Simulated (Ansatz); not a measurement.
Theory: DFT PBE, scalar-relativistic, plane waves, PAW in Ansatz. Settings: cutoff 420 eV, Γ-centred meshes spaced at most about 0.3 Å⁻¹, and about 0.25 Å⁻¹ or finer for metals (2π included), Gaussian smearing. No spin polarisation.

Each guess is relaxed in cell and atoms at zero pressure, on a coarse mesh first where it starts far from rest and then on a converged one. The steps can't lower the symmetry of the start, but it can rise. Energies are static (0 K, no zero-point motion).

Two unrelaxed guesses for LiS3:

A.

```xyz
4
Lattice="4.1377 0.0000 0.0000 0.0000 4.1377 0.0000 0.0000 0.0000 4.1377" Properties=species:S:1:pos:R:3 pbc="T T T"
Li    0.0000    0.0000    0.0000
S     0.0000    2.0688    2.0688
S     2.0688    2.0688    0.0000
S     2.0688    0.0000    2.0688
```

B.

```xyz
4
Lattice="4.2989 0.0000 0.0000 0.0000 4.2989 0.0000 0.0000 0.0000 4.1936" Properties=species:S:1:pos:R:3 pbc="T T T"
Li    0.0000    0.0000    0.0000
S     0.0000    2.1494    2.0968
S     2.1494    0.0000    2.0968
S     2.1494    2.1494    0.0000
```

Question: Where do they end, and which end is lower?

Answer: B ends lower, by 64 meV/atom. A: Pm-3m at 17.7 Å³/atom → Pm-3m at 16.1 Å³/atom; B: P4/mmm at 19.4 Å³/atom → P4/mmm at 15.5 Å³/atom. Counting S atoms around Li (those within 1.25 times the shortest such distance or 1.15 times the sum of covalent radii; a plus sign parts nearer from farther groups; the shortest distance is added where it is long for a bond), the end of A has Li 12 from 2.8 Å and the end of B has Li 8+4. End of A. Conventional cell: a = 4.011 Å. Around Li lie 12 S at 2.84 Å; S has 4 Li at 2.84 Å and 8 S at 2.84 Å. End of B. Conventional cell: a = 4.548 Å, c = 2.996 Å. Li has 8 S at 2.72 Å, 2 Li at 3.00 Å and 4 S at 3.22 Å; around S on a site of symmetry mmm lie 4 Li at 2.72 Å, 4 S at 2.72 Å, 2 S at 3.00 Å and 4 S at 3.22 Å; S on a site of symmetry 4/mmm has 8 S at 2.72 Å, 2 S at 3.00 Å and 4 Li at 3.22 Å.

Ends held by symmetry can be saddle points. Neither end is the lowest form computed: that has space group Im-3m (No. 229) and lies 0.44 eV/atom below the better end. Even the lowest of the cells shown lies +0.21 eV/atom against the elements. In P4/mmm, Pm-3m an odd number of electrons in the primitive cell allows no gap without spin; a larger cell or a magnetic state could open one. Some candidate types were left out of the draw beforehand, so a known form may be missing.
